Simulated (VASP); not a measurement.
# SrCl2 in VASP: one cell, several levels of theory

Fluorite SrCl2, under -0.5 % strain along x alone is computed at one geometry. Runs: PBE, r2SCAN. The results are then set beside those of Ansatz 0.2.0 for the same cell.

The runs shown are made with VASP 6.6.1. PAW datasets, plane waves. The values are computed, spin-unpolarised, and not measurements.

## 1. The cell

The cell comes from an earlier relaxation with r2SCAN in another program, then strained, with the atoms relaxed again.

It is tetragonal, I4/mmm (No. 139); conventional cell a = 4.947 Å, c = 6.960 Å, 28.38 Å³ an atom. Around Sr lie 8 Cl at 3.02 Å; around Cl lie 4 Sr at 3.02 Å.

The structure in full:

```cif
data_structure
_symmetry_space_group_name_H-M 'P 1'
_symmetry_Int_Tables_number 1
_cell_length_a 4.9465
_cell_length_b 4.9342
_cell_length_c 4.9342
_cell_angle_alpha 60.166
_cell_angle_beta 59.917
_cell_angle_gamma 59.917
_cell_volume 85.15
loop_
_atom_site_label
_atom_site_type_symbol
_atom_site_fract_x
_atom_site_fract_y
_atom_site_fract_z
_atom_site_occupancy
Sr1 Sr 0.00000 0.00000 0.00000 1
Cl1 Cl 0.25000 0.25000 0.25000 1
Cl2 Cl 0.75000 0.75000 0.75000 1
```

## 2. PBE at this geometry

File INCAR:

```
ENCUT = 520.000000
SIGMA = 0.020000
EDIFF = 1.00e-07
GGA = PE
PREC = Accurate
IBRION = -1
ISIF = 2
ISMEAR = -1
NBANDS = 19
NELM = 120
NSW = 0
LASPH = .TRUE.
LCHARG = .FALSE.
LWAVE = .FALSE.
LREAL = .FALSE.
```

File KPOINTS:

```
KPOINTS created by Atomic Simulation Environment
0
Gamma
6 6 6
0 0 0
```

File KPOINTS_OPT:

```
special points
7
Reciprocal
0.0000000000 0.0000000000 0.0000000000 1
0.5000000000 0.0000000000 0.5000000000 1
0.6250000000 0.2500000000 0.6250000000 1
0.3750000000 0.3750000000 0.7500000000 1
0.5000000000 0.5000000000 0.5000000000 1
0.5000000000 0.2500000000 0.7500000000 1
0.0000000000 0.5000000000 0.5000000000 1
```

File POSCAR:

```
Sr Cl
 1.0000000000000000
     0.0000000000000000    3.4977180852999998    3.4977180852999998
     3.4802294948000001    0.0000000000000000    3.4977180852999998
     3.4802294948000001    3.4977180852999998    0.0000000000000000
 Sr  Cl
   1   2
Cartesian
  0.0000000000000000  0.0000000000000000  0.0000000000000000
  1.7401147473999998  1.7488590426499997  1.7488590426499997
  5.2203442422000004  5.2465771279499984  5.2465771279499984
```

Potentials: the recommended PBE PAW datasets, 24 valence electrons in the neutral cell.

The run is started by

```console
> mpirun -np 1 vasp_std
```

Standard output, without the iteration lines:

```text
POSCAR found type information on POSCAR SrCl
 POSCAR found :  2 types and       3 ions
 LDA part: xc-table for (Slater+PW92), standard interpolation
 POSCAR, INCAR and KPOINTS ok, starting setup
 FFT: planning ... GRIDC
 FFT: planning ... GRID_SOFT
 FFT: planning ... GRID
 WAVECAR not read
 entering main loop
 Start KPOINTS_OPT (optional k-point list driver)
k-point batch [1-7\7]
```

OSZICAR:

```text
N       E                     dE             d eps       ncg     rms          rms(c)
DAV:   1     0.142177895952E+03    0.14218E+03   -0.11442E+04  1140   0.113E+03
DAV:   2    -0.383269188835E+01   -0.14601E+03   -0.14242E+03  1506   0.224E+02
DAV:   3    -0.127566411663E+02   -0.89239E+01   -0.88940E+01  1447   0.549E+01
DAV:   4    -0.130584194471E+02   -0.30178E+00   -0.30128E+00  1836   0.888E+00
DAV:   5    -0.130614310647E+02   -0.30116E-02   -0.30114E-02  1541   0.929E-01    0.128E+01
DAV:   6    -0.127656309522E+02    0.29580E+00   -0.59643E-01  1324   0.432E+00    0.827E+00
DAV:   7    -0.127753583375E+02   -0.97274E-02   -0.36399E-01  1535   0.362E+00    0.212E+00
DAV:   8    -0.127813310852E+02   -0.59727E-02   -0.54493E-02  1281   0.128E+00    0.395E-01
DAV:   9    -0.127823962515E+02   -0.10652E-02   -0.20823E-03  1462   0.270E-01    0.142E-01
DAV:  10    -0.127837116342E+02   -0.13154E-02   -0.91534E-04  1219   0.177E-01    0.341E-02
DAV:  11    -0.127838180421E+02   -0.10641E-03   -0.71856E-05  1488   0.480E-02    0.414E-02
DAV:  12    -0.127838394477E+02   -0.21406E-04   -0.23472E-05  1221   0.246E-02    0.611E-03
DAV:  13    -0.127838404988E+02   -0.10511E-05   -0.13021E-06  1524   0.649E-03    0.439E-03
DAV:  14    -0.127838404914E+02    0.73683E-08   -0.41325E-07  1173   0.401E-03
   1 F= -.12783840E+02 E0= -.12783840E+02  d E =-.363237E-12
       N       E                     dE             ncg
DAV:   1     0.618131640232E+03   -0.48674E+04      266
DAV:   2    -0.422691422776E+03   -0.10408E+04      349
DAV:   3    -0.490608454739E+03   -0.67917E+02      353
DAV:   4    -0.493137281525E+03   -0.25288E+01      473
DAV:   5    -0.493167636618E+03   -0.30355E-01      372
DAV:   6    -0.493168163448E+03   -0.52683E-03      398
DAV:   7    -0.493168171406E+03   -0.79584E-05      404
DAV:   8    -0.493168171494E+03   -0.88173E-07      369
```

The lines after F= are the extra pass for the points of KPOINTS_OPT, at fixed density; their E is not a total energy.

OUTCAR, selected sections:

```text
k-points           NKPTS =     30   k-points in BZ     NKDIM =     30   number of bands    NBANDS=     19

   NELECT =      24.0000    total number of electrons

   dimension x,y,z NGX =    40 NGY =   40 NGZ =   40
   dimension x,y,z NGXF=    80 NGYF=   80 NGZF=   80

  energy-cutoff  :      520.00
  volume of cell :       85.15
      direct lattice vectors                 reciprocal lattice vectors
     0.000000000  3.497718085  3.497718085    -0.143668686  0.142950343  0.142950343
     3.480229495  0.000000000  3.497718085     0.143668686 -0.142950343  0.142950343
     3.480229495  3.497718085  0.000000000     0.143668686  0.142950343 -0.142950343

 k-points in reciprocal lattice and weights: KPOINTS created by Atomic Simulation Env
   0.00000000  0.00000000  0.00000000       0.005
   0.16666667  0.00000000  0.00000000       0.037
   0.33333333  0.00000000  0.00000000       0.037
   0.50000000  0.00000000  0.00000000       0.019
   0.16666667  0.16666667  0.00000000       0.019
   0.33333333  0.16666667  0.00000000       0.074
   0.50000000  0.16666667  0.00000000       0.074
  -0.33333333  0.16666667 -0.00000000       0.074
[... 22 more k-points ...]

 E-fermi :   0.6285

 k-point     1 :       0.0000    0.0000    0.0000
  band No.  band energies     occupation
      1     -32.7643      2.00000
      2     -14.7555      2.00000
      3     -14.7541      2.00000
      4     -14.7541      2.00000
      5     -13.1631      2.00000
      6     -12.3192      2.00000
      7      -1.9924      2.00000
      8      -1.9775      2.00000
      9      -1.9775      2.00000
     10      -0.2159      2.00000
     11      -0.2159      2.00000
     12      -0.1776      2.00000
     13       5.4584      0.00000
     14       6.2141      0.00000
     15       6.2480      0.00000
     16       9.1560      0.00000
     17       9.1560      0.00000
     18       9.1774      0.00000
     19       9.4282      0.00000

 k-point     2 :       0.1667    0.0000    0.0000
  band No.  band energies     occupation
      1     -32.7635      2.00000
      2     -14.8401      2.00000
      3     -14.7584      2.00000
      4     -14.7576      2.00000
      5     -13.0154      2.00000
      6     -12.3756      2.00000
      7      -1.8860      2.00000
      8      -1.8778      2.00000
      9      -1.7980      2.00000
     10      -0.5136      2.00000
     11      -0.3624      2.00000
     12      -0.3388      2.00000
     13       6.0476      0.00000
     14       6.4228      0.00000
     15       6.4509      0.00000
     16       8.1498      0.00000
     17       8.8688      0.00000
     18       8.8701      0.00000
     19       9.9471      0.00000

 k-point     3 :       0.3333    0.0000    0.0000
  band No.  band energies     occupation
      1     -32.7619      2.00000
      2     -14.9764      2.00000
      3     -14.7651      2.00000
      4     -14.7645      2.00000
      5     -12.8015      2.00000
      6     -12.4324      2.00000
      7      -1.6277      2.00000
      8      -1.6267      2.00000
      9      -1.4485      2.00000
     10      -1.0291      2.00000
     11      -0.6864      2.00000
     12      -0.6729      2.00000
     13       6.7501      0.00000
     14       6.7543      0.00000
     15       6.9604      0.00000
     16       8.1306      0.00000
     17       8.7052      0.00000
     18       8.7055      0.00000
     19       9.2270      0.00000

 k-point     4 :       0.5000    0.0000    0.0000
  band No.  band energies     occupation
      1     -32.7612      2.00000
      2     -15.0328      2.00000
      3     -14.7684      2.00000
      4     -14.7679      2.00000
      5     -12.7672      2.00000
      6     -12.3951      2.00000
      7      -1.4275      2.00000
      8      -1.4204      2.00000
      9      -1.3584      2.00000
     10      -1.1798      2.00000
     11      -0.9129      2.00000
     12      -0.9092      2.00000
     13       6.8377      0.00000
     14       6.8463      0.00000
     15       7.6291      0.00000
     16       7.9985      0.00000
     17       8.7364      0.00000
     18       8.7407      0.00000
     19       8.8914      0.00000

[... the tables of k-points 5 to 30 left out ...]

  Total        0.6014248      0.4647529      0.4647529     -0.0000000      0.0000000     -0.0000000
  in kB       11.3157791      8.7443029      8.7443029     -0.0000000      0.0000000     -0.0000000
  external PRESSURE =       9.6014617 kB  Pullay stress =       0.0000000 kB

 POSITION                                       TOTAL-FORCE (eV/Angst)
 -----------------------------------------------------------------------------------
      0.00000      0.00000      0.00000         0.000000     -0.000000     -0.000000
      1.74011      1.74886      1.74886         0.000000      0.000000      0.000000
      5.22034      5.24658      5.24658        -0.000000     -0.000000     -0.000000
 -----------------------------------------------------------------------------------
    total drift:                               -0.000000     -0.000000      0.000000

  FREE ENERGIE OF THE ION-ELECTRON SYSTEM (eV)
  ---------------------------------------------------
  free  energy   TOTEN  =       -12.7838404914 eV

  energy  without entropy=      -12.7838404914  energy(sigma->0) =      -12.78384049
```

Hardware: 1 MPI rank of Intel Xeon Platinum 8488C, shared host.

The levels at the points of KPOINTS_OPT are read from vasprun.xml.

Levels at the named points, in eV from the top of band v (v: the last filled band by count, c: the next):

```
point    v−1      v     c   c+1
    Γ  -0.37  -0.33  5.31  6.06
    X  -0.40  -0.03  5.49  7.00
    U  -0.55  -0.14  5.93  7.09
    K  -0.55  -0.14  5.93  7.09
    L  -1.07  -1.06  6.68  6.69
    W  -0.35  -0.13  6.22  6.97
```

Gap with PBE: 5.31 eV, valence top at (0.00, 0.50, 0.50), conduction bottom at Γ. Least direct gap: 5.49 eV. Pressure: 0.96 GPa; the forces vanish within 0.01 eV/Å.

## 3. Single point with r2SCAN

File INCAR:

```
ENCUT = 520.000000
SIGMA = 0.010000
EDIFF = 1.00e-07
ALGO = Normal
METAGGA = R2SCAN
PREC = Accurate
IBRION = -1
ISIF = 2
ISMEAR = 0
NBANDS = 19
NELM = 120
NSW = 0
LASPH = .TRUE.
LCHARG = .FALSE.
LWAVE = .FALSE.
LREAL = .FALSE.
```

KPOINTS is that of step 2.

KPOINTS_OPT is that of step 2.

POSCAR is that of step 2.

The run is started by

```console
> mpirun -np 1 vasp_std
```

Printed to the terminal (iteration lines stand in OSZICAR):

```text
POSCAR found type information on POSCAR SrCl
 POSCAR found :  2 types and       3 ions
 -----------------------------------------------------------------------------
|                                                                             |
|                                                                             |
|     You enforced a specific xc type in the INCAR file but a different       |
|     I HOPE YOU KNOW WHAT YOU ARE DOING!                                     |
|                                                                             |
 -----------------------------------------------------------------------------

 LDA part: xc-table for (None), standard interpolation
 POSCAR, INCAR and KPOINTS ok, starting setup
 FFT: planning ... GRIDC
 FFT: planning ... GRID_SOFT
 FFT: planning ... GRID
 WAVECAR not read
 entering main loop
 Start KPOINTS_OPT (optional k-point list driver)
k-point batch [1-7\7]
```

OSZICAR:

```text
N       E                     dE             d eps       ncg     rms          rms(c)
DAV:   1     0.115262156434E+03    0.11526E+03   -0.11649E+04  1140   0.116E+03
DAV:   2    -0.330499844426E+02   -0.14831E+03   -0.14463E+03  1509   0.230E+02
DAV:   3    -0.422664277451E+02   -0.92164E+01   -0.91773E+01  1535   0.562E+01
DAV:   4    -0.425630095572E+02   -0.29658E+00   -0.29554E+00  1806   0.874E+00
DAV:   5    -0.425669869169E+02   -0.39774E-02   -0.39763E-02  1599   0.101E+00    0.115E+01
DAV:   6    -0.357060595245E+02    0.68609E+01   -0.21284E+00  1733   0.937E+00    0.704E+00
DAV:   7    -0.356855534781E+02    0.20506E-01   -0.58730E-01  1524   0.500E+00    0.261E+00
DAV:   8    -0.356952296323E+02   -0.96762E-02   -0.35534E-02  1377   0.137E+00    0.976E-01
DAV:   9    -0.356955196927E+02   -0.29006E-03   -0.11966E-02  1239   0.649E-01    0.244E-01
DAV:  10    -0.356958640991E+02   -0.34441E-03   -0.46814E-04  1527   0.137E-01    0.988E-02
DAV:  11    -0.356962727641E+02   -0.40866E-03   -0.32944E-04  1226   0.136E-01    0.382E-02
DAV:  12    -0.356962828235E+02   -0.10059E-04   -0.87091E-06  1667   0.206E-02    0.847E-03
DAV:  13    -0.356962886643E+02   -0.58407E-05   -0.53901E-06  1254   0.158E-02    0.473E-03
DAV:  14    -0.356962886479E+02    0.16392E-07   -0.26537E-07  1785   0.314E-03
   1 F= -.35696289E+02 E0= -.35696289E+02  d E =-.221426E-42
       N       E                     dE             ncg
DAV:   1     0.550627205016E+03   -0.49349E+04      266
DAV:   2    -0.535709517506E+03   -0.10863E+04      352
DAV:   3    -0.604322834629E+03   -0.68613E+02      361
DAV:   4    -0.606678220089E+03   -0.23554E+01      481
DAV:   5    -0.606690415342E+03   -0.12195E-01      374
DAV:   6    -0.606690830513E+03   -0.41517E-03      404
DAV:   7    -0.606690835696E+03   -0.51832E-05      390
DAV:   8    -0.606690835779E+03   -0.82393E-07      388
```

OUTCAR, selected sections:

```text
k-points           NKPTS =     30   k-points in BZ     NKDIM =     30   number of bands    NBANDS=     19

   NELECT =      24.0000    total number of electrons

   dimension x,y,z NGX =    40 NGY =   40 NGZ =   40
   dimension x,y,z NGXF=    80 NGYF=   80 NGZF=   80

  energy-cutoff  :      520.00
  volume of cell :       85.15
      direct lattice vectors                 reciprocal lattice vectors
     0.000000000  3.497718085  3.497718085    -0.143668686  0.142950343  0.142950343
     3.480229495  0.000000000  3.497718085     0.143668686 -0.142950343  0.142950343
     3.480229495  3.497718085  0.000000000     0.143668686  0.142950343 -0.142950343

 k-points in reciprocal lattice and weights: KPOINTS created by Atomic Simulation Env
   0.00000000  0.00000000  0.00000000       0.005
   0.16666667  0.00000000  0.00000000       0.037
   0.33333333  0.00000000  0.00000000       0.037
   0.50000000  0.00000000  0.00000000       0.019
   0.16666667  0.16666667  0.00000000       0.019
   0.33333333  0.16666667  0.00000000       0.074
   0.50000000  0.16666667  0.00000000       0.074
  -0.33333333  0.16666667 -0.00000000       0.074
[... 22 more k-points ...]

 E-fermi :  -0.1259

 k-point     1 :       0.0000    0.0000    0.0000
  band No.  band energies     occupation
      1     -34.2007      2.00000
      2     -15.5704      2.00000
      3     -15.5688      2.00000
      4     -15.5688      2.00000
      5     -14.1188      2.00000
      6     -13.2501      2.00000
      7      -2.3905      2.00000
      8      -2.3756      2.00000
      9      -2.3756      2.00000
     10      -0.6011      2.00000
     11      -0.6011      2.00000
     12      -0.5612      2.00000
     13       5.7138      0.00000
     14       6.4318      0.00000
     15       6.4677      0.00000
     16       9.3713      0.00000
     17       9.3713      0.00000
     18       9.3938      0.00000
     19       9.8092      0.00000

 k-point     2 :       0.1667    0.0000    0.0000
  band No.  band energies     occupation
      1     -34.1999      2.00000
      2     -15.6664      2.00000
      3     -15.5732      2.00000
      4     -15.5723      2.00000
      5     -13.9588      2.00000
      6     -13.3078      2.00000
      7      -2.2829      2.00000
      8      -2.2748      2.00000
      9      -2.1964      2.00000
     10      -0.8862      2.00000
     11      -0.7469      2.00000
     12      -0.7222      2.00000
     13       6.2838      0.00000
     14       6.6373      0.00000
     15       6.6670      0.00000
     16       8.4185      0.00000
     17       9.1711      0.00000
     18       9.1712      0.00000
     19      10.2840      0.00000

 k-point     3 :       0.3333    0.0000    0.0000
  band No.  band energies     occupation
      1     -34.1982      2.00000
      2     -15.8152      2.00000
      3     -15.5799      2.00000
      4     -15.5792      2.00000
      5     -13.7396      2.00000
      6     -13.3584      2.00000
      7      -2.0203      2.00000
      8      -2.0196      2.00000
      9      -1.8443      2.00000
     10      -1.3948      2.00000
     11      -1.0738      2.00000
     12      -1.0595      2.00000
     13       6.9584      0.00000
     14       6.9621      0.00000
     15       7.1151      0.00000
     16       8.5379      0.00000
     17       9.0460      0.00000
     18       9.0464      0.00000
     19       9.5104      0.00000

 k-point     4 :       0.5000    0.0000    0.0000
  band No.  band energies     occupation
      1     -34.1974      2.00000
      2     -15.8754      2.00000
      3     -15.5832      2.00000
      4     -15.5826      2.00000
      5     -13.7118      2.00000
      6     -13.3116      2.00000
      7      -1.8143      2.00000
      8      -1.8064      2.00000
      9      -1.7192      2.00000
     10      -1.5801      2.00000
     11      -1.3068      2.00000
     12      -1.3026      2.00000
     13       7.0454      0.00000
     14       7.0541      0.00000
     15       7.9850      0.00000
     16       8.0032      0.00000
     17       9.0874      0.00000
     18       9.0916      0.00000
     19       9.3992      0.00000

[... the tables of k-points 5 to 30 left out ...]

  Total        0.2134132      0.0678788      0.0678788      0.0000000      0.0000000     -0.0000000
  in kB        4.0153592      1.2771356      1.2771356      0.0000000      0.0000000     -0.0000000
  external PRESSURE =       2.1898768 kB  Pullay stress =       0.0000000 kB

 POSITION                                       TOTAL-FORCE (eV/Angst)
 -----------------------------------------------------------------------------------
      0.00000      0.00000      0.00000        -0.000000      0.000000      0.000000
      1.74011      1.74886      1.74886         0.000000     -0.000000      0.000000
      5.22034      5.24658      5.24658         0.000000      0.000000     -0.000000
 -----------------------------------------------------------------------------------
    total drift:                               -0.000000     -0.000000      0.000000

  FREE ENERGIE OF THE ION-ELECTRON SYSTEM (eV)
  ---------------------------------------------------
  free  energy   TOTEN  =       -35.6962886479 eV

  energy  without entropy=      -35.6962886479  energy(sigma->0) =      -35.69628865
```

Hardware: 1 MPI rank of Intel Xeon Platinum 8488C, shared host.

The levels at the points of KPOINTS_OPT are read from vasprun.xml.

Band energies at the special points (eV, zero at the top of v, the last band that the electrons fill by count):

```
point    v−1      v     c   c+1
    Γ  -0.38  -0.34  5.93  6.65
    X  -0.39  -0.03  5.97  7.75
    U  -0.56  -0.14  6.41  7.81
    K  -0.56  -0.14  6.41  7.81
    L  -1.09  -1.08  7.26  7.27
    W  -0.34  -0.14  6.68  7.58
```

r2SCAN gives an indirect gap of 5.93 eV, from (0.00, 0.50, 0.50) to Γ; the least direct gap is 5.97 eV. The pressure is 0.22 GPa; the forces vanish within 0.01 eV/Å.

## 4. Results

```
 level  gap (eV)  pressure (GPa)  Ansatz: gap (eV)  Ansatz: pressure (GPa)
   PBE      5.31            0.96              5.31                    0.87
r2SCAN      5.93            0.22              5.93                    0.17
```

In words: The gap spans 5.31 eV (PBE) to 5.93 eV (r2SCAN). At this one volume the pressure spans 0.2 GPa (r2SCAN) to 1.0 GPa (PBE): PBE wants the largest cell and r2SCAN the smallest. The two programs agree on the gap within 0.01 eV, far less than the spread between functionals. The two codes have different PAW datasets and cutoffs.
